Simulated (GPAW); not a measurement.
Crystal: Si.

```
CELL_PARAMETERS angstrom
4.12095 0.00000 0.00000
-2.06047 3.56885 0.00000
0.00000 0.00000 2.65479
ATOMIC_POSITIONS crystal
Si 0.33333 0.66667 0.50000
Si 0.66666 0.33334 0.50000
```

The cell was built by a generator and needn't be a form met in nature.

```yaml
Program: GPAW 26.7.0
Task: relaxation of cell and atoms
Functional: PBEsol
Dispersion: D3(BJ)+ATM
Potentials_or_basis: PAW data sets generated in the run's folder for this functional
Cutoff: 600 eV
Basis: pw
k_mesh: 8 × 8 × 10
Occupations: fermi-dirac, width 0.05 eV
Spin: no spin polarisation
```

At the start: pressure -3.7 GPa; volume 19.52 Å³/atom.

Task: Where does the relaxation end?

Result: Over 4 steps the energy falls by 10.3 meV/atom and the volume is 18.68 Å³/atom (-4.3 %); space group P6/mmm (No. 191, to 0.05 Å).

Step by step:
| step | energy change (eV) | largest force (eV/Å) | pressure (GPa) | volume (Å³) |
| --- | --- | --- | --- | --- |
| 1 | 0.0000 | 0.0000 | -3.69 | 39.04 |
| 2 | -0.0079 | 0.0000 | -2.94 | 38.67 |
| 3 | -0.0206 | 0.0000 | 0.20 | 37.29 |
| 4 | -0.0207 | 0.0000 | 0.01 | 37.37 |

Final structure:
```
Si
1.0
     4.06788    0.00000    0.00000
    -2.03394    3.52289    0.00000
     0.00000    0.00000    2.60743
Si
2
Direct
  0.33333 0.66667 0.50000
  0.66666 0.33334 0.50000
```

Caveat: later steps reuse the first step's grids; pairwise dispersion overbinds metals, which lowers pressure and volume.
